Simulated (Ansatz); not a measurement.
We consider spinel MgAl₂O₄, described by revPBE in Ansatz (plane waves, PAW).

Numerical settings: plane-wave cutoff 520 eV, 8×8×8 k mesh, Fermi–Dirac smearing 0.01 eV, scalar-relativistic PAW data made under PBE.

Cell (relaxed at this level):

```cif
data_Al16Mg8O32
_chemical_formula_sum 'Mg8 Al16 O32'
_space_group_name_H-M_alt 'Fd-3m :1'
_space_group_IT_number 227
_space_group_name_Hall 'F 4d 2 3 -1d'
_cell_length_a 8.21935
_cell_length_b 8.21935
_cell_length_c 8.21935
_cell_angle_alpha 90.000
_cell_angle_beta 90.000
_cell_angle_gamma 90.000
loop_
_atom_site_label
_atom_site_type_symbol
_atom_site_symmetry_multiplicity
_atom_site_Wyckoff_symbol
_atom_site_fract_x
_atom_site_fract_y
_atom_site_fract_z
_atom_site_occupancy
Mg1 Mg 8 b 0.50000 0.50000 0.50000 1
Al1 Al 16 c 0.12500 0.12500 0.12500 1
O1 O 32 e 0.36138 0.36138 0.36138 1
```
(The calculation used a cell of 14 atoms; values per cell refer to that cell.)

Problem. Predict the bulk modulus, band gap, smallest direct gap on the k points sampled and pressure derivative B′ of the bulk modulus.

Solution. 
bulk modulus: 173 GPa
band gap: 5.06 eV
smallest direct gap on the k points sampled: 5.07 eV
pressure derivative B′ of the bulk modulus: 4.1

Measured, for comparison: band gap 7.8 eV (temperature not stated, no zero-point or thermal correction; as tabulated in Neo et al. (2023), doi:10.1002/gch2.202200236); bulk modulus 195 GPa (300 K, copied from a table, unchecked, no zero-point or thermal correction; as tabulated in BurnMan's mineral tables). Computed (rounded) less measured: band gap -2.74 eV, bulk modulus not scored (unchecked).

Note: the bulk modulus comes from volumes at which shape and atoms were relaxed.

The computed numbers hold no vibrational or temperature effects.

The result took about 6 core-minutes (a rough figure).

Ansatz is a program for electronic structure.
